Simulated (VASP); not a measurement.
Here is a VASP 6.6.1 calculation.

The input INCAR:

```
SYSTEM = PbSe
ALGO = Normal ; EDIFF = 1E-7
ENCUT = 520 ; GGA = RP
ISIF = 2 ; ISMEAR = -1
IVDW = 13 ; LASPH = .TRUE.
LCHARG = .TRUE. ; LELF = .TRUE.
LREAL = .FALSE. ; LVHAR = .TRUE.
LWAVE = .FALSE. ; NBANDS = 17
NELM = 60 ; PREC = Accurate
SIGMA = 0.05
```

KPOINTS

```
k-points
0
G
  8 8 8
  0 0 0
```

The input POSCAR:

```
PbSe
1.0
    0.0000000000      3.0606500000      3.0606500000
    3.0606500000      0.0000000000      3.0606500000
    3.0606500000      3.0606500000      0.0000000000
Pb Se
1 1
Direct
    0.0000000000      0.0000000000      0.0000000000
    0.5000000000      0.5000000000      0.5000000000
```

Potentials or basis: VASP PAW PBE potentials, release 64 (Pb_d, Se).

Command:

```bash
$ cat potpaw_PBE.64/Pb_d/POTCAR potpaw_PBE.64/Se/POTCAR > POTCAR
$ mpirun -np 1 vasp_std > vasp.out
```

(1) Estimate the pressure.

(2) Predict the band gap on the k mesh.

Answers

(1) 0.2 GPa.

(2) 0.38 eV, direct.

Caveat: the PAW data sets were made with another functional, which shifts forces and pressure a little; spin-orbit coupling is left out, which moves the levels of the heavy elements.

**Measured values to compare with.**

A printed reference work, monograph reports, for a bulk crystal of PbSe at 300 K: band gap 0.28 eV (direct).

A measured gap of PbSe is 0.28 eV (direct; 300 K; a printed reference work, monograph); the calculated 0.38 eV misses it by +0.10 eV. 2 values of this kind are on record (0.15 to 0.28 eV); this one was drawn at random. Spin-orbit coupling on Pb, Se is left out. The value is that of RPBE+D4 on a finite k mesh, which can miss the band edges, without temperature or zero-point motion.
